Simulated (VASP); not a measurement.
# AlN (mix) (P6_3mc) in VASP: notebook

Runs on AlN (mix). Level: PBE. Tasks: single point, relaxation of cell and atoms.

Everything below comes from runs of VASP 6.6.1. Logs are shortened: lines on timing, memory, paths and dates and some standing lists are left out, and cuts for length are marked.

**The experiment to reproduce.**

“Self-assembly of well-separated AlN nanowires directly on sputtered metallic TiN films”, 2019, arxiv:1910.07391 quotes, for a bulk crystal of AlN at 10 K: band gap 6.034 eV (an exciton energy, a little under the gap).

The runs below are set against these values where they give the same quantity.

## 1. The crystal as given

Symmetry: P6_3mc, No. 186, hexagonal system. The conventional cell has a = 3.130 Å, b = 3.130 Å, c = 5.018 Å, α = 90.00°, β = 90.00°, γ = 120.00°. Al (site symmetry 3m) has 4 N at 1.90 to 1.91 Å as nearest neighbours. Around N (site symmetry 3m) lie 4 Al at 1.90 to 1.91 Å.

## 2. Single point, PBE

Contents of INCAR:

```
SYSTEM = AlN
ALGO = Normal ; EDIFF = 1E-6
ENCUT = 520 ; GGA = PE
ISIF = 2 ; ISMEAR = 0
LASPH = .True. ; LCHARG = .False.
LREAL = .False. ; LWAVE = .False.
NBANDS = 16 ; NELM = 100
PREC = Accurate ; SIGMA = 0.02
```

Contents of KPOINTS:

```
k-points
0
Gamma
  9 9 6
  0 0 0
```

Contents of POSCAR:

```
AlN
1.0
    3.1302421525      0.0000000000      0.0000000000
   -1.5651210763      2.7108692241      0.0000000000
    0.0000000000      0.0000000000      5.0179491839
Al N
2 2
Direct
    0.3333333333      0.6666666667     -0.0007721949
    0.6666666667      0.3333333333      0.4992278051
    0.3333333333      0.6666666667      0.3807721949
    0.6666666667      0.3333333333      0.8807721949
```

Potentials or basis: VASP PAW PBE potentials, release 64 (Al, N).

Started as:

```sh
$ cat potpaw_PBE.64/Al/POTCAR potpaw_PBE.64/N/POTCAR > POTCAR
$ mpirun -np 1 vasp_std > vasp.out
```

OUTCAR:

```text
SYSTEM = AlN
   EDIFF = 1E-6
   ENCUT = 520
   GGA = PE
   ISIF = 2
   ISMEAR = 0
   LASPH = .True.
   LREAL = .False.
   NELM = 100
   PREC = Accurate

 ion  position               nearest neighbor table
   1  0.333  0.667  0.999-   4 1.90   4 1.90   4 1.90   3 1.91   2 3.09   2 3.09   2 3.09   2 3.09
                             2 3.09   2 3.09
   2  0.667  0.333  0.499-   3 1.90   3 1.90   3 1.90   4 1.91   1 3.09   1 3.09   1 3.09   1 3.09
                             1 3.09   1 3.09
   3  0.333  0.667  0.381-   2 1.90   2 1.90   2 1.90   1 1.91
   4  0.667  0.333  0.881-   1 1.90   1 1.90   1 1.90   2 1.91

  LATTYP: Found a hexagonal cell.
 ALAT       =     3.1302421525
 C/A-ratio  =     1.6030546327

  Lattice vectors:

 A1 = (   3.1302421525,   0.0000000000,   0.0000000000)
 A2 = (  -1.5651210763,   2.7108692241,   0.0000000000)
 A3 = (   0.0000000000,   0.0000000000,   5.0179491839)

Analysis of symmetry for initial positions (statically):
=====================================================================
 Subroutine PRICEL returns:
 Original cell was already a primitive cell.

 Routine SETGRP: Setting up the symmetry group for a
 hexagonal supercell.

 Subroutine GETGRP returns: Found 12 space group operations
 (whereof  6 operations were pure point group operations)
 out of a pool of 24 trial point group operations.

The static configuration has the point symmetry C_3v.
 The point group associated with its full space group is C_6v.

Analysis of symmetry for dynamics (positions and initial velocities):
=====================================================================
 Subroutine PRICEL returns:
 Original cell was already a primitive cell.

 Routine SETGRP: Setting up the symmetry group for a
 hexagonal supercell.

 Subroutine GETGRP returns: Found 12 space group operations
 (whereof  6 operations were pure point group operations)
 out of a pool of 24 trial point group operations.

The dynamic configuration has the point symmetry C_3v.
 The point group associated with its full space group is C_6v.

 Subroutine INISYM returns: Found 12 space group operations
 (whereof  6 operations are pure point group operations),
 and found     1 'primitive' translations

----------------------------------------------------------------------------------------

                                     Primitive cell

  volume of cell :      42.5807

  direct lattice vectors                    reciprocal lattice vectors
     3.130242153  0.000000000  0.000000000     0.319464103  0.184442686  0.000000000
    -1.565121076  2.710869224  0.000000000     0.000000000  0.368885371  0.000000000
     0.000000000  0.000000000  5.017949184     0.000000000  0.000000000  0.199284601

  length of vectors
     3.130242153  3.130242153  5.017949184     0.368885371  0.368885371  0.199284601

  position of ions in fractional coordinates (direct lattice)
     0.333333333  0.666666667  0.999227805
     0.666666667  0.333333333  0.499227805
     0.333333333  0.666666667  0.380772195
     0.666666667  0.333333333  0.880772195

  ion indices of the primitive-cell ions
   primitive index   ion index
                 1           1
                 2           2
                 3           3
                 4           4

----------------------------------------------------------------------------------------

 KPOINTS: k-points

Automatic generation of k-mesh.
 Grid dimensions read from file:
 generate k-points for:    9    9    6

 Generating k-lattice:

  Cartesian coordinates                     Fractional coordinates (reciprocal lattice)
     0.035496011  0.020493632  0.000000000     0.111111111  0.000000000  0.000000000
     0.000000000  0.040987263  0.000000000     0.000000000  0.111111111  0.000000000
     0.000000000  0.000000000  0.033214100     0.000000000  0.000000000  0.166666667

  Length of vectors
     0.040987263  0.040987263  0.033214100

  Shift w.r.t. Gamma in fractional coordinates (k-lattice)
     0.000000000  0.000000000  0.000000000

 Subroutine IBZKPT returns following result:
 ===========================================

 Found     48 irreducible k-points:

 Following reciprocal coordinates:
            Coordinates               Weight
  0.000000  0.000000  0.000000      1.000000
  0.111111  0.000000  0.000000      6.000000
  0.222222 -0.000000  0.000000      6.000000
  0.333333 -0.000000  0.000000      6.000000
  0.444444 -0.000000  0.000000      6.000000
  0.111111  0.111111  0.000000      6.000000
[... 16 lines left out ...]
  0.333333  0.222222  0.166667     24.000000
  0.333333  0.333333  0.166667      4.000000
 [... further k-points ...]
   k-points           NKPTS =     48   k-points in BZ     NKDIM =     48   number of bands    NBANDS=     16
   number of dos      NEDOS =    301   number of ions     NIONS =      4
   total plane-waves  NPLWV =  23040
   dimension x,y,z NGX =    24 NGY =   24 NGZ =   40
   dimension x,y,z NGXF=    48 NGYF=   48 NGZF=   80
   ions per type =               2   2
   NGX,Y,Z   is equivalent  to a cutoff of  12.75, 12.75, 13.25 a.u.
   NGXF,Y,Z  is equivalent  to a cutoff of  25.49, 25.49, 26.50 a.u.
 SYSTEM =  AlN
   PREC   = accura    normal or accurate (medium, high low for compatibility)
   ISTART =      0    job   : 0-new  1-cont  2-samecut
   ICHARG =      2    charge: 1-file 2-atom 10-const
   ISPIN  =      1    spin polarized calculation?
   LNONCOLLINEAR =      F non collinear calculations
   LSORBIT =      F    spin-orbit coupling
   LASPH  =      T    aspherical Exc in radial PAW
   ENCUT  =  520.0 eV  38.22 Ry    6.18 a.u.   5.82  5.82  9.33*2*pi/ulx,y,z
   NELM   =    100;   NELMIN=  2; NELMDL= -5     # of ELM steps
   EDIFF  = 0.1E-05   stopping-criterion for ELM
   LREAL  =      F    real-space projection
   EDIFFG = 0.1E-04   stopping-criterion for IOM
   NSW    =      0    number of steps for IOM
   IBRION =     -1    ionic relax: 0-MD 1-quasi-New 2-CG
   NFREE  =      0    steps in history (QN), initial steepest desc. (CG)
   ISIF   =      2    stress and relaxation
   ISYM   =      2    0-nonsym 1-usesym 2-fastsym
   POTIM  = 0.5000    time-step for ionic-motion
   TEBEG  =    0.0;   TEEND  =   0.0 temperature during run
   PSTRESS=    0.0 pullay stress
   NELECT =      16.0000    total number of electrons
[... 7 lines left out ...]
     AMIX     =   0.40;   BMIX     =  1.00
     AMIX_MAG =   1.60;   BMIX_MAG =  1.00
  volume/ion in A,a.u.               =      10.65        71.84
  Fermi-wavevector in a.u.,A,eV,Ry     =   1.181346  2.232421 18.988007  1.395579
  Thomas-Fermi vector in A             =   2.317622
   LORBIT       =      0    0 simple, 1 ext, 2 COOP (PROOUT), +10 PAW based schemes
   GGA     = PE    functional components
   LHFCALC =     F    Hartree Fock is set to
   AEXX    =    0.0000 exact exchange contribution
   IVDW    =     0    specifies the selected vdW correction
   LEPSILON=     F    determine dielectric tensor
   LRPA    =     F    only Hartree local field effects (RPA)
 non-spin polarized calculation
 Gauss-broadening in eV      SIGMA  =   0.02
  energy-cutoff  :      520.00
  volume of cell :       42.58
 maximum number of plane-waves:      1170
 NGX is ok and might be reduce to    24
   NGX = 11   NGY = 11   NGZ = 19

 number of electron      15.9999998 magnetization

 Free energy of the ion-electron system (eV)
  ---------------------------------------------------
  ext. energy  EPLUGINS =         0.00000000
  ---------------------------------------------------
  free energy    TOTEN  =       -29.78048723 eV

  energy without entropy =      -29.78048723  energy(sigma->0) =      -29.78048723

 E-fermi :   6.1336     XC(G=0): -10.8269

 val. band max:        5.9643495013   @ k =   0.0000   0.0000   0.0000
 cond. band min:      10.0075187581   @ k =   0.0000   0.0000   0.0000
 fundamental gap:      4.0431692569
 Fermi energy:         6.1336482802

 k-point     1 :       0.0000    0.0000    0.0000
  band No.  band energies     occupation
      1      -9.1032      2.00000
      2      -7.0204      2.00000
      3       0.0589      2.00000
      4       5.1188      2.00000
      5       5.1188      2.00000
      6       5.7614      2.00000
[... 8 lines left out ...]
     15      18.9295      0.00000
     16      18.9295      0.00000

 k-point     2 :       0.1111    0.0000    0.0000
  band No.  band energies     occupation
      1      -8.9501      2.00000
      2      -6.9347      2.00000
      3       0.2429      2.00000
      4       4.4221      2.00000
      5       4.9251      2.00000
      6       5.0811      2.00000
[... 8 lines left out ...]
     15      18.8011      0.00000
     16      18.9660      0.00000

 k-point     3 :       0.2222   -0.0000    0.0000
  band No.  band energies     occupation
      1      -8.5157      2.00000
      2      -6.7200      2.00000
      3       0.7768      2.00000
      4       2.9403      2.00000
      5       3.8354      2.00000
      6       4.5255      2.00000
[... 8 lines left out ...]
     15      17.9673      0.00000
     16      18.7760      0.00000

 k-point     4 :       0.3333   -0.0000    0.0000
  band No.  band energies     occupation
      1      -7.8915      2.00000
      2      -6.5123      2.00000
      3       1.5087      2.00000
      4       1.6164      2.00000
      5       2.6733      2.00000
      6       4.1527      2.00000
[... 8 lines left out ...]
     15      17.8612      0.00000
     16      20.1801      0.00000

 k-point     5 :       0.4444   -0.0000    0.0000
  band No.  band energies     occupation
      1      -7.3033      2.00000
      2      -6.4898      2.00000
      3       0.6991      2.00000
      4       1.9396      2.00000
      5       2.4798      2.00000
      6       3.9382      2.00000
[... 8 lines left out ...]
     15      18.5229      0.00000
     16      20.9064      0.00000

 k-point     6 :       0.1111    0.1111    0.0000
  band No.  band energies     occupation
      1      -8.6559      2.00000
      2      -6.7839      2.00000
      3       0.6022      2.00000
      4       3.6002      2.00000
      5       3.8133      2.00000
      6       4.8481      2.00000
[... 8 lines left out ...]
     15      18.2563      0.00000
     16      18.9964      0.00000
[... 267 lines left out ...]
 k-point    21 :       0.4444    0.1111    0.1667
  band No.  band energies     occupation
      1      -7.0712      2.00000
      2      -6.5413      2.00000
      3       0.5795      2.00000
      4       1.5786      2.00000
      5       2.9815      2.00000
      6       3.6886      2.00000
[... 8 lines left out ...]
     15      18.5264      0.00000
     16      20.7480      0.00000

 k-point    22 :       0.2222    0.2222    0.1667
  band No.  band energies     occupation
      1      -7.4956      2.00000
      2      -6.5247      2.00000
      3       1.4306      2.00000
      4       1.6696      2.00000
      5       2.9222      2.00000
      6       3.3398      2.00000
[... 8 lines left out ...]
     15      18.0223      0.00000
     16      20.7292      0.00000

 k-point    23 :       0.3333    0.2222    0.1667
  band No.  band energies     occupation
      1      -6.9926      2.00000
      2      -6.5145      2.00000
      3       1.0409      2.00000
      4       1.6989      2.00000
      5       2.5109      2.00000
      6       3.5107      2.00000
[... 8 lines left out ...]
     15      18.5947      0.00000
     16      20.5490      0.00000

 k-point    24 :       0.3333    0.3333    0.1667
  band No.  band energies     occupation
      1      -6.6623      2.00000
      2      -6.6623      2.00000
      3       1.3512      2.00000
      4       1.8328      2.00000
      5       1.8328      2.00000
      6       3.3226      2.00000
[... 8 lines left out ...]
     15      18.9137      0.00000
     16      20.7954      0.00000

 [... further k-points ...]

------------------------ aborting loop because EDIFF is reached ----------------------------------------

  FORCE on cell =-STRESS in cart. coord.  units (eV):
  Direction    XX          YY          ZZ          XY          YZ          ZX
  --------------------------------------------------------------------------------------
  -------------------------------------------------------------------------------------
  Total       -0.0729609     -0.0729609     -0.0557826      0.0000000      0.0000000      0.0000000
  in kB       -2.7452893     -2.7452893     -2.0989219      0.0000000      0.0000000      0.0000000
  external PRESSURE =      -2.5298335 kB  Pullay stress =       0.0000000 kB

 VOLUME and BASIS-vectors are now :
 -----------------------------------------------------------------------------
  energy-cutoff  :      520.00
  volume of cell :       42.58
      direct lattice vectors                 reciprocal lattice vectors
     3.130242153  0.000000000  0.000000000     0.319464103  0.184442686  0.000000000
    -1.565121076  2.710869224  0.000000000     0.000000000  0.368885371  0.000000000
     0.000000000  0.000000000  5.017949184     0.000000000  0.000000000  0.199284601

 POSITION                                       TOTAL-FORCE (eV/Angst)
 -----------------------------------------------------------------------------------
     -0.00000      1.80725      5.01407         0.000000     -0.000000      0.000724
      1.56512      0.90362      2.50510         0.000000      0.000000      0.000724
     -0.00000      1.80725      1.91070         0.000000      0.000000     -0.000724
      1.56512      0.90362      4.41967        -0.000000     -0.000000     -0.000724
 -----------------------------------------------------------------------------------
    total drift:                               -0.000000     -0.000000      0.000504

  FREE ENERGIE OF THE ION-ELECTRON SYSTEM (eV)
  ---------------------------------------------------
  free  energy   TOTEN  =       -29.7804872335 eV

  energy  without entropy=      -29.7804872335  energy(sigma->0) =      -29.78048723
```

Run time: 19 s. Hardware: 1 thread of Intel Xeon Platinum 8259CL at 2.50GHz (Skylake/Cascade Lake), shared host; peak memory 0.16 GiB.

Results:

* Free energy: -29.7805 eV
* Pressure: -0.3 GPa
* Band gap on the k mesh: 4.04 eV, direct

## 3. Relaxation of cell and atoms, PBE

This run uses another cell than the first one, of 10.45 Å³/atom, 0.982 times its volume.

Contents of INCAR:

```
ALGO = Fast
EDIFF = 1E-6
EDIFFG = -0.002
ENCUT = 600
GGA = PE
IBRION = 2
ISIF = 3
ISMEAR = 0
LASPH = T
LCHARG = F
LREAL = F
LWAVE = F
NELM = 100
NSW = 100
PREC = Accurate
SIGMA = 0.02
```

Contents of KPOINTS:

```
k-points
0
Gamma
  9 9 6
```

Contents of POSCAR:

```
AlN
1.0
    3.1130000000      0.0000000000      0.0000000000
   -1.5565000000      2.6959370820      0.0000000000
    0.0000000000      0.0000000000      4.9810000000
Al N
2 2
Direct
    0.3333333333      0.6666666667      0.0000000000
    0.6666666667      0.3333333333      0.5000000000
    0.3333333333      0.6666666667      0.3800000000
    0.6666666667      0.3333333333      0.8800000000
```

Potentials or basis: VASP PAW PBE potentials, release 64 (Al, N).

Started as:

```sh
$ cat potpaw_PBE.64/Al/POTCAR potpaw_PBE.64/N/POTCAR > POTCAR
$ mpirun -np 1 vasp_std > vasp.out
```

Run time: 99 s. Hardware: 1 thread of Intel Xeon Platinum 8259CL at 2.50GHz (Skylake/Cascade Lake), shared host; peak memory 0.19 GiB.

It converged, with:

```yaml
Free_energy: -29.7826 eV
Relaxed_volume: 10.63 Å³/atom
Relaxed_cell: a = 3.128 Å, b = 3.128 Å, c = 5.015 Å, α = 90.00°, β = 90.00°, γ = 120.00°
Space_group_after_relaxing_to_0.05_Å: P6_3mc (No. 186)
Energy_gained_by_relaxing: 2.1 meV/atom
Ionic_steps: 10
Pressure_after_relaxing: 0.0 GPa
Band_gap_on_the_k_mesh: 4.06 eV, direct
```

The path:
```
step  energy change (eV)  largest force (eV/Å)  pressure (GPa)  volume (Å³)
   1              0.0000                0.1289            3.33        41.80
   2             -0.0018                0.0912           -2.77        43.13
   3             -0.0083                0.0036            0.00        42.50
   4             -0.0083                0.0059            0.07        42.48
   5             -0.0083                0.0072            0.05        42.49
   6             -0.0083                0.0074            0.04        42.49
   7             -0.0083                0.0088            0.02        42.49
   8             -0.0083                0.0084            0.04        42.49
   9             -0.0083                0.0013           -0.03        42.50
  10             -0.0083                0.0007           -0.02        42.50
```

Final structure:
```yaml
crystal:
  lattice:
    - [3.12813, 0.00000, 0.00000]
    - [-1.56406, 2.70904, 0.00000]
    - [0.00000, 0.00000, 5.01523]
  atoms:
    - { symbol: Al, position: [0.33333, 0.66667, 0.99925] }
    - { symbol: Al, position: [0.66667, 0.33333, 0.49925] }
    - { symbol: N, position: [0.33333, 0.66667, 0.38075] }
    - { symbol: N, position: [0.66667, 0.33333, 0.88075] }
```

Levels at points of the mesh, in eV from the valence-band top:
```tsv
k point	band 4	band 5	band 6	band 7	band 8	band 9	band 10	band 11	band 12
(0.00, 0.00, 0.00)	-0.84	-0.84	-0.20	-0.20	0.00	4.06	6.53	10.47	11.04
(0.00, 0.00, 0.50)	-3.30	-0.53	-0.53	-0.53	-0.53	6.33	6.33	10.18	10.18
```

Caveat: an odd mesh through Γ misses points on the zone boundary, where band edges often lie.

## 4. Single point, PBE

Contents of INCAR:

```
ALGO     = Normal         # electronic algorithm
EDIFF    = 1E-6           # SCF threshold, eV
ENCUT    = 520            # plane-wave cutoff, eV
GGA      = PE             # functional
ISIF     = 2              # what is computed and relaxed
ISMEAR   = 0              # smearing method
LASPH    = True           # aspherical terms in the spheres
LCHARG   = False          # write CHGCAR
LREAL    = False          # projectors in reciprocal space
LWAVE    = False          # write WAVECAR
NBANDS   = 16             # bands
NELM     = 100            # most SCF steps
PREC     = Accurate       # precision mode
SIGMA    = 0.02           # smearing width, eV
```

KPOINTS is that of step 3.

Contents of POSCAR:

```
AlN
1.0
    3.1302421525      0.0000000000      0.0000000000
   -1.5651210763      2.7108692241      0.0000000000
    0.0000000000      0.0000000000      5.0179491839
Al N
2 2
Direct
    0.3333333333      0.6666666667     -0.0007721949
    0.6666666667      0.3333333333      0.4992278051
    0.3333333333      0.6666666667      0.3807721949
    0.6666666667      0.3333333333      0.8807721949
```

Started as:

```sh
$ cat potpaw_PBE.64/Al/POTCAR potpaw_PBE.64/N/POTCAR > POTCAR
$ mpirun -np 1 vasp_std > vasp.out
```

Wall time 18 s (1 thread of Intel Xeon Platinum 8259CL at 2.50GHz (Skylake/Cascade Lake), shared host); peak memory 0.17 GiB.

The run converged. Its results:

```
Free energy            : -29.7805 eV
Pressure               : -0.3 GPa
Band gap on the k mesh : 4.04 eV, direct
```

Levels at points of the mesh, in eV from the valence-band top:
```tsv
k point	band 4	band 5	band 6	band 7	band 8	band 9	band 10	band 11	band 12	band 13
(0.00, 0.00, 0.00)	-0.85	-0.85	-0.20	-0.20	0.00	4.04	6.51	10.46	11.03	11.03
(0.00, 0.00, 0.50)	-3.30	-0.53	-0.53	-0.53	-0.53	6.31	6.31	10.17	10.17	11.34
```

## 5. How close it comes

Step 2. Against the measured gap of AlN, 6.034 eV (an exciton energy, a little under the gap; 10 K; quoted in “Self-assembly of well-separated AlN nanowires directly on sputtered metallic TiN films”, 2019, arxiv:1910.07391), the calculated 4.04 eV is off by -1.99 eV. 2 values of this kind are on record (6.034 to 6.0343 eV); this one was drawn at random. The value is that of PBE, without temperature or zero-point motion. Semilocal functionals fall short of measured gaps as a rule.

Step 4. Against the measured gap of AlN, 6.034 eV (an exciton energy, a little under the gap; 10 K; quoted in “Self-assembly of well-separated AlN nanowires directly on sputtered metallic TiN films”, 2019, arxiv:1910.07391), the calculated 4.04 eV is off by -1.99 eV. 2 values of this kind are on record (6.034 to 6.0343 eV); this one was drawn at random. The value is that of PBE, without temperature or zero-point motion. Semilocal functionals fall short of measured gaps as a rule.
